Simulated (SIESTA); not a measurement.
The system is FeO (Wuestite).

```
Fe O
1.0
     0.00000    2.15540    2.15540
     2.15540    0.00000    2.15540
     2.15540    2.15540    0.00000
Fe O
1 1
Cartesian
  0.0000 0.0000 0.0000
  2.1554 2.1554 2.1554
```

Base run:

- Program: SIESTA 5.4.2
- Functional: BLYP
- Potentials or basis: PseudoDojo 0.4 standard (PBE files)
- Basis: DZP (energy shift 0.003 Ry; two zetas on semicore shells)
- Grid cutoff: 800 Ry
- Energy shift: 0.003 Ry
- k mesh: 11 × 11 × 11
- Occupations: fermi-dirac, width 0.05 eV
- Spin: collinear spin, ferromagnetic start
- Starting moments: [3.0, 0.0] μB

Its results: band gap on the k mesh none (metal or under the smearing width); pressure 7.7 GPa; net moment 4.00 μB per cell; site moments Fe +3.66; O +0.34 μB.

Question: The run is repeated on the same cell with these changes: functional from BLYP to vdW-DF-cx. What comes out?

Answer: Band gap on the k mesh none (metal or under the smearing width); pressure -5.8 GPa; net moment 4.00 μB per cell; site moments Fe +3.68; O +0.32 μB.

Caveats: short orbitals over semicore shells can move pressures by several GPa; the potentials were made for another functional, which shifts forces and pressure; the basis of atomic orbitals isn't converged, which shifts pressures, moduli and gaps; a cell with one magnetic atom can't hold antiferromagnetic order, which such compounds often take; semilocal functionals often make such compounds metallic where correlation or magnetic order opens a gap, which also shifts bond lengths.
